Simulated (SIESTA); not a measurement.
The system is CdTe.

```
CELL_PARAMETERS angstrom
0.00000 3.20500 3.20500
3.20500 0.00000 3.20500
3.20500 3.20500 0.00000
ATOMIC_POSITIONS crystal
Te 0.75000 0.75000 0.75000
Cd 0.00000 0.00000 0.00000
```

Base run:

* Program: SIESTA 5.4.2
* Functional: vdW-DF-cx
* Potentials or basis: PseudoDojo 0.4 standard (PBE files)
* Basis: DZP (energy shift 0.003 Ry; two zetas on semicore shells)
* Grid cutoff: 800 Ry
* Energy shift: 0.003 Ry
* k mesh: 7 × 7 × 7
* Occupations: fermi-dirac, width 0.05 eV
* Spin: no spin polarisation

Its results: band gap on the k mesh 1.07 eV, direct; pressure 2.1 GPa.

Question: After a change of settings the same cell gave: band gap on the k mesh 1.10 eV, direct; pressure 6.6 GPa. Which change was it?
A. functional from vdW-DF-cx to AM05; potentials or basis from PseudoDojo 0.4 standard (PBE files) to PseudoDojo 0.4 standard (PBEsol files)
B. functional from vdW-DF-cx to PBEsol; potentials or basis from PseudoDojo 0.4 standard (PBE files) to PseudoDojo 0.4 standard (PBEsol files)
C. functional from vdW-DF-cx to BLYP

Answer: C.

Caveats: the potentials were made for another functional, which shifts forces and pressure; spin-orbit coupling is left out, which moves the levels of the heavy elements; the basis of atomic orbitals isn't converged, which shifts pressures, moduli and gaps.

Not every run made on this cell is shown here.
